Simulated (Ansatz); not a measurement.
Wires are cut from relaxed bulk C (Fd-3m, 5.61 Å³/atom, gap on the mesh 4.07 eV); atoms and period are relaxed, and energies count from that bulk.

These are results of DFT PBEsol, scalar-relativistic, plane waves, PAW in Ansatz, not measurements.

Cutoff 420 eV, Gaussian smearing of 0.05 eV, energies at zero smearing, symmetry of each start kept, collinear spin where a moment is listed.

```tsv
start	atoms	k mesh	excess energy (eV per host atom)	line energy (eV/Å)	period (Å)	gap on the mesh (eV)	highest filled level or Fermi level under vacuum (eV)	size of the moment (μB per cell)
[111] wire, 14 host atoms a period*	14	1×1×6	1.524	3.147	6.780	0	5.23	0.32
[111] wire, 24 host atoms a period*	24	1×1×6	1.110	4.139	6.438	0.46	5.89	0.00
```

* ends far from its start.

Each run keeps its start's symmetry and one magnetic start, so lower states can exist.

Cost: 2 runs of about 2.3 core-hours in all, on Intel Xeon Platinum 8259CL (Skylake/Cascade Lake) (shared hosts).